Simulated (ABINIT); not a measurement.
Here is an ABINIT 10.8.3 (patched build) calculation.

Contents of run.abi:

```
# Pseudopotentials
pp_dirpath "./"
pseudos "As.upf"

# Structure
acell 3*1.0
rprim
     5.1092180251     0.0000000000     0.0000000000
     0.0000000000     5.1092180251     0.0000000000
     0.0000000000     0.0000000000     5.1092180251
ntypat 1
znucl 33
natom 1
typat 1
xred
     0.5000000000     0.5000000000     0.5000000000

# Plane-wave basis
ecut 42.0

# k points
kptopt 1
ngkpt 10 10 10
nshiftk 1
shiftk 0.0 0.0 0.0

# Exchange and correlation
ixc -116133

# Bands and occupations
nband 12
occopt 3
tsmear 0.00183747

# SCF cycle
nstep 100
tolvrs 1.0e-10

# Output
iomode 3
prtwf 0
prteig 0
prtebands 0
enunit 1
prtden 1
prtvha 1
prtvclmb 1
prtpot 1
prtelf 1
```

Potentials or basis: PseudoDojo NC SR PBEsol v0.4.1 standard.

Run with:

```sh
$ abinit run.abi > log 2>&1
```

Estimate the pressure.

-1.5 GPa.

Estimate the band gap on the k mesh.

none (metal or under the smearing width).
